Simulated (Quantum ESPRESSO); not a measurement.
# Sn (Fd-3m) in Quantum ESPRESSO: settings compared, part 2 of 2

Quantum ESPRESSO 7.5.

## 4. Single point, LDA, 32.45 Å³/atom

pw.in

```
&CONTROL
  calculation = 'scf'
  prefix = 'pwscf'
  outdir = './tmp'
  pseudo_dir = './pseudo'
  tprnfor = .true.
  tstress = .true.
  disk_io = 'nowf'
/
&SYSTEM
  ibrav = 0
  nat = 2
  ntyp = 1
  ecutwfc = 68
  ecutrho = 544
  nbnd = 21
  occupations = 'smearing'
  smearing = 'fd'
  degauss = 0.00367493
/
&ELECTRONS
  conv_thr = 4d-10
  electron_maxstep = 120
  mixing_beta = 0.5
/
ATOMIC_SPECIES
Sn   118.7100 sn_lda_v1.4.uspp.F.UPF
CELL_PARAMETERS angstrom
   0.0000000000    3.1896436215    3.1896436215
   3.1896436215    0.0000000000    3.1896436215
   3.1896436215    3.1896436215    0.0000000000
ATOMIC_POSITIONS crystal
Sn     0.7500000000    0.7500000000    0.7500000000
Sn     0.5000000000    0.5000000000    0.5000000000
K_POINTS automatic
7 7 7 0 0 0
```

On the command line:

```bash
$ OMP_NUM_THREADS=1 mpirun -n 2 pw.x -nk 2 -in pw.in > pw.out
```

Wall time 23 s (2 MPI ranks of Arm Neoverse V2, shared host); peak memory 0.46 GiB.

Results (log left out):

- Free energy: -4323.9301 eV
- Pressure: 2.0 GPa
- Band gap on the k mesh: none (metal or under the smearing width)

## 5. Single point, LDA, 33.13 Å³/atom

pw.in, as its differences from that of step 4:

```diff
@@ -28,5 +28,5 @@
 CELL_PARAMETERS angstrom
-   0.0000000000    3.1896436215    3.1896436215
-   3.1896436215    0.0000000000    3.1896436215
-   3.1896436215    3.1896436215    0.0000000000
+   0.0000000000    3.2116418589    3.2116418589
+   3.2116418589    0.0000000000    3.2116418589
+   3.2116418589    3.2116418589    0.0000000000
 ATOMIC_POSITIONS crystal
```

On the command line:

```bash
$ OMP_NUM_THREADS=1 mpirun -n 2 pw.x -nk 2 -in pw.in > pw.out
```

Run time: 24 s. Hardware: 2 MPI ranks of Arm Neoverse V2, shared host; peak memory 0.48 GiB.

The run converged. Its results:

- Free energy: -4323.9437 eV
- Pressure: 0.9 GPa
- Band gap on the k mesh: none (metal or under the smearing width)

## 6. Single point, LDA, 33.80 Å³/atom

pw.in, as its differences from that of step 5:

```diff
@@ -28,5 +28,5 @@
 CELL_PARAMETERS angstrom
-   0.0000000000    3.2116418589    3.2116418589
-   3.2116418589    0.0000000000    3.2116418589
-   3.2116418589    3.2116418589    0.0000000000
+   0.0000000000    3.2333428000    3.2333428000
+   3.2333428000    0.0000000000    3.2333428000
+   3.2333428000    3.2333428000    0.0000000000
 ATOMIC_POSITIONS crystal
```

Potentials or basis: GBRV 1.5 LDA.

On the command line:

```bash
$ OMP_NUM_THREADS=1 mpirun -n 2 pw.x -nk 2 -in pw.in > pw.out
```

It took 26 s on 2 MPI ranks of Arm Neoverse V2, shared host; peak memory 0.5 GiB.

Results (log left out):

- Free energy: -4323.9486 eV
- Pressure: -0.1 GPa
- Band gap on the k mesh: none (metal or under the smearing width)

## 7. Single point, LDA, 34.48 Å³/atom

pw.in, as its differences from that of step 6:

```diff
@@ -28,5 +28,5 @@
 CELL_PARAMETERS angstrom
-   0.0000000000    3.2333428000    3.2333428000
-   3.2333428000    0.0000000000    3.2333428000
-   3.2333428000    3.2333428000    0.0000000000
+   0.0000000000    3.2547562903    3.2547562903
+   3.2547562903    0.0000000000    3.2547562903
+   3.2547562903    3.2547562903    0.0000000000
 ATOMIC_POSITIONS crystal
```

On the command line:

```bash
$ OMP_NUM_THREADS=1 mpirun -n 2 pw.x -nk 2 -in pw.in > pw.out
```

Wall time 26 s (2 MPI ranks of Arm Neoverse V2, shared host); peak memory 0.5 GiB.

It converged, with:

| Property | Result |
| --- | --- |
| Free energy | -4323.9459 eV |
| Pressure | -0.9 GPa |
| Band gap on the k mesh | none (metal or under the smearing width) |

## 8. Single point, LDA, 35.16 Å³/atom

pw.in, as its differences from that of step 7:

```diff
@@ -28,5 +28,5 @@
 CELL_PARAMETERS angstrom
-   0.0000000000    3.2547562903    3.2547562903
-   3.2547562903    0.0000000000    3.2547562903
-   3.2547562903    3.2547562903    0.0000000000
+   0.0000000000    3.2758916636    3.2758916636
+   3.2758916636    0.0000000000    3.2758916636
+   3.2758916636    3.2758916636    0.0000000000
 ATOMIC_POSITIONS crystal
```

On the command line:

```bash
$ OMP_NUM_THREADS=1 mpirun -n 2 pw.x -nk 2 -in pw.in > pw.out
```

It took 25 s on 2 MPI ranks of Arm Neoverse V2, shared host; peak memory 0.5 GiB.

Results (log left out):

- Free energy: -4323.9363 eV
- Pressure: -1.7 GPa
- Band gap on the k mesh: none (metal or under the smearing width)

## 9. Single point, LDA, 35.83 Å³/atom

pw.in, as its differences from that of step 8:

```diff
@@ -28,5 +28,5 @@
 CELL_PARAMETERS angstrom
-   0.0000000000    3.2758916636    3.2758916636
-   3.2758916636    0.0000000000    3.2758916636
-   3.2758916636    3.2758916636    0.0000000000
+   0.0000000000    3.2967577782    3.2967577782
+   3.2967577782    0.0000000000    3.2967577782
+   3.2967577782    3.2967577782    0.0000000000
 ATOMIC_POSITIONS crystal
```

Potentials or basis: GBRV 1.5 LDA.

On the command line:

```bash
$ OMP_NUM_THREADS=1 mpirun -n 2 pw.x -nk 2 -in pw.in > pw.out
```

It took 26 s on 2 MPI ranks of Arm Neoverse V2, shared host; peak memory 0.52 GiB.

The run converged. Its results:

| Quantity | Value |
| --- | --- |
| Free energy | -4323.9208 eV |
| Pressure | -2.4 GPa |
| Band gap on the k mesh | none (metal or under the smearing width) |

## 10. Equation of state, LDA

This step only gathers the single runs of the series.

Results:

```yaml
Equilibrium_volume: 33.89 Å³/atom
Bulk_modulus: 45 GPa
Pressure_derivative_of_the_bulk_modulus: 5.1
```

Energy against volume, from the lowest point:
| volume (Å³/atom) | energy (meV/atom) |
| --- | --- |
| 31.775 | 20.92 |
| 32.451 | 9.26 |
| 33.127 | 2.46 |
| 33.803 | 0.00 |
| 34.479 | 1.36 |
| 35.155 | 6.13 |
| 35.831 | 13.88 |

## 11. The reference run

An earlier run on the cell as given: functional PBEsol; potentials or basis GBRV 1.5 PBEsol; cutoff 925 eV; density cutoff 7401 eV; k mesh 7 × 7 × 7; occupations fermi-dirac, width 0.05 eV; no spin polarisation.

- Pressure: 1.3 GPa
- Band gap on the k mesh: none (metal or under the smearing width)

## 12. Overview

```tsv
task	level	potentials or basis	form of the LDA correlation	gap on the mesh (eV)	pressure (GPa)
band structure	PBEsol	GBRV 1.5 PBEsol	-	none	1.3
equation of state	LDA	GBRV 1.5 LDA	PZ81	-	-
single point	PBEsol	GBRV 1.5 PBEsol	-	none	1.3
```

Alike in all rows: no spin polarisation; cell as given; k mesh 7 × 7 × 7; cutoff (eV) 925; smearing fermi-dirac 0.05 eV.

Caveats: spin-orbit coupling is left out, which moves the levels of the heavy elements (some runs).

Total energies depend on the potentials used, so only differences within one code and one set of settings carry meaning.
